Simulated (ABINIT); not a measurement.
A run of ABINIT 10.8.3 (patched build) is set up as follows.

File run.abi:

```
ndtset 2

pp_dirpath "./"
pseudos "In.GGA_PBE-JTH_sp.xml, P.GGA_PBE-JTH.xml"

acell 3*1.0
rprim
     0.0000000000     5.5378424082     5.5378424082
     5.5378424082     0.0000000000     5.5378424082
     5.5378424082     5.5378424082     0.0000000000
ntypat 2
znucl 49 15
natom 2
typat 1 2
xred
     0.0000000000     0.0000000000     0.0000000000
     0.7500000000     0.7500000000     0.7500000000

ecut 20.0
pawecutdg 40.0

ixc -106132

occopt 3
tsmear 0.00183747

nstep 100

iomode 3
prtwf 0
prteig 0
prtebands 0
prtden1 1

kptopt1 1
ngkpt1 8 8 8
nshiftk1 1
shiftk1 0.0 0.0 0.0
nband1 8
tolvrs1 1.0e-9

iscf2 -2
getden2 1
nband2 12
nbdbuf2 2
tolwfr2 1.0e-12
kptopt2 -9
ndivsm2 8
prteig2 1
kptbounds2
     0.0000000000     0.0000000000     0.0000000000
     0.5000000000     0.0000000000     0.5000000000
     0.5000000000     0.2500000000     0.7500000000
     0.3750000000     0.3750000000     0.7500000000
     0.0000000000     0.0000000000     0.0000000000
     0.5000000000     0.5000000000     0.5000000000
     0.6250000000     0.2500000000     0.6250000000
     0.5000000000     0.2500000000     0.7500000000
     0.5000000000     0.5000000000     0.5000000000
     0.3750000000     0.3750000000     0.7500000000
```

Potentials or basis: JTH PAW PBE v2.0 sp.

Run with:

```bash
$ abinit run.abi > log 2>&1
```

What does it give for the band gap on the k mesh?

0.72 eV, direct.

Levels at the corners of the path, in eV from the valence-band top:
```csv
point,band 2,band 3,band 4,band 5,band 6,band 7
Γ,0.00,0.00,0.00,0.72,4.12,4.12
X,-5.77,-2.31,-2.31,1.79,2.29,9.31
W,-5.60,-2.98,-2.89,4.36,4.43,5.61
K,-5.61,-3.31,-1.93,2.39,4.45,7.59
Γ,0.00,0.00,0.00,0.72,4.12,4.12
L,-5.73,-0.97,-0.97,1.51,4.84,4.84
U,-5.61,-3.31,-1.93,2.39,4.45,7.59
W,-5.60,-2.98,-2.89,4.36,4.43,5.61
L,-5.73,-0.97,-0.97,1.51,4.84,4.84
K,-5.61,-3.31,-1.93,2.39,4.45,7.59
```

Caveat: spin-orbit coupling is left out, which moves the levels of the heavy elements; this set keeps more shells in the core, which shifts pressures and gaps.

**What was measured.**

From a printed reference work, data compilation, for a bulk crystal of InP at 1.6 K: band gap 1.4236 eV (direct).

A measured gap of InP is 1.4236 eV (direct; 1.6 K; a printed reference work, data compilation); the calculated 0.72 eV misses it by -0.70 eV. Spin-orbit coupling on In is left out. The value is that of BP86, without temperature or zero-point motion.
